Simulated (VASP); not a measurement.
```xyz
4
Lattice="3.6097 0.0000 0.0000 -1.8049 3.1261 0.0000 0.0000 0.0000 3.8546" Properties=species:S:1:pos:R:3 pbc="T T T"
Li    -0.0140    -0.0238     1.9180
Li     0.0123     2.0999    -0.0119
Li     1.8176     1.0321    -0.0110
N     -0.0111     0.0180     0.0322
```

Computed with revPBE GGA, VASP's PBE PAW potentials (set 64) (plane waves; VASP). Settings: 400 eV cut-off, 11×11×9 Γ-centred mesh, Gaussian smearing of 0.010 eV, potentials Li_sv N.

### Question
The ions are relaxed. What does this cell relax into?

### Answer

```xyz
4
Lattice="3.6097 0.0000 0.0000 -1.8049 3.1261 0.0000 0.0000 0.0000 3.8546" Properties=species:S:1:pos:R:3 pbc="T T T"
Li     1.7952     3.1090     1.9324
Li     0.0048     2.0896     3.8512
Li     1.8095     1.0453     3.8521
N      0.0002     0.0082     0.0009
```
Space group Amm2 (38), at a tolerance of 0.03 Å.

### Question
How much energy does the relaxation gain?

### Answer
The energy (σ→0) changes by -3.8 meV/atom, in 4 ionic steps.

The structure comes from a computed database's Li3N entry; how it stands against other phases isn't given here. In the starting cell atoms are displaced from their ideal sites. This run relaxes the ions in a fixed cell. The run is one of a series of settings (EDIFFG = -0.1, IBRION = 2, NSW = 50 against the base run), some of them coarse on purpose.
